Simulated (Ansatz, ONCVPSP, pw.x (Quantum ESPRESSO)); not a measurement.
# Equation-of-state test of one ONCV potential (lithium (Li))

lithium (Li), optimised norm-conserving Vanderbilt (ONCV), made with ONCVPSP 4.0.1 (PBE, scalar-relativistic). Core [He], reference 2p1. Waves: s scattering state at 0.04 Ha: rc 3.40 bohr, ncon 4, nbas 7, qcut 2.2 1/bohr, local; 2p: rc 4.00 bohr, ncon 4, nbas 8, qcut 2.2 1/bohr, 1 projector; d scattering state at 0.38 Ha: rc 3.40 bohr, ncon 4, nbas 8, qcut 3 1/bohr, 2 projectors, debl 1.5 Ha. Local part: the s channel. Core correction: Teter function, fcfact 3.75, rcfact 1.25.

In the s channel the program set the typed energies aside and used 0.050 Ha.

Crystal test: bcc Li in pw.x 7.5, no spin, 13³ k-points, Fermi–Dirac smearing 0.01 Ry, cutoffs 50/200 Ry. The reference is all-electron LAPW (Ansatz 0.2.0) with the same functional, mesh and smearing; V0 and B0 come from Birch–Murnaghan fits to the pressures at five volumes. Errors are pseudo minus all-electron; Δ is the rms difference of the E(V) curves that follow from these fits, minima aligned, over ±6 % about the mean V0. Mesh and smearing are coarse, so the numbers serve the comparison and aren't converged zero-temperature values; the lattice is a test structure that the element need not adopt.

```csv
V (Å³/atom),P all-electron (GPa),P pseudo (GPa)
19.352,0.71,-1.22
19.862,0.30,-1.49
20.371,-0.05,-1.72
20.880,-0.38,-1.93
21.390,-0.67,-2.12
```

All-electron: a0 = 3.436 Å (V0 = 20.29 Å³/atom), B0 = 13.8 GPa.

Pseudopotential: mean pressure error (GPa): -1.68. The pressure does not cross zero within the volumes sampled, so no fit is given. The largest radius (4.00 bohr) exceeds half the bond length (2.82 bohr), so the spheres overlap, which is one possible source of error among others. This is a poor potential for the solid. The atomic tests give no hint of an error of this size, and its cause was not traced.

Question: At the middle volume, how do free energy and pressure move when the wave cutoff is lowered (ecutrho kept at four times it)?

Answer:

| cutoff (Ry) | shift of F (meV/atom) | shift of P (GPa) |
| --- | --- | --- |
| 22 | +0.2 | -0.01 |
| 30 | +0.1 | +0.00 |
| 40 | +0.0 | +0.00 |

The run at the middle volume (84 k-points, 6 iterations) took about 2.9 s on one core of a shared host (Intel(R) Xeon(R) 6975P-C, 192 threads, 378 GiB, load 78).
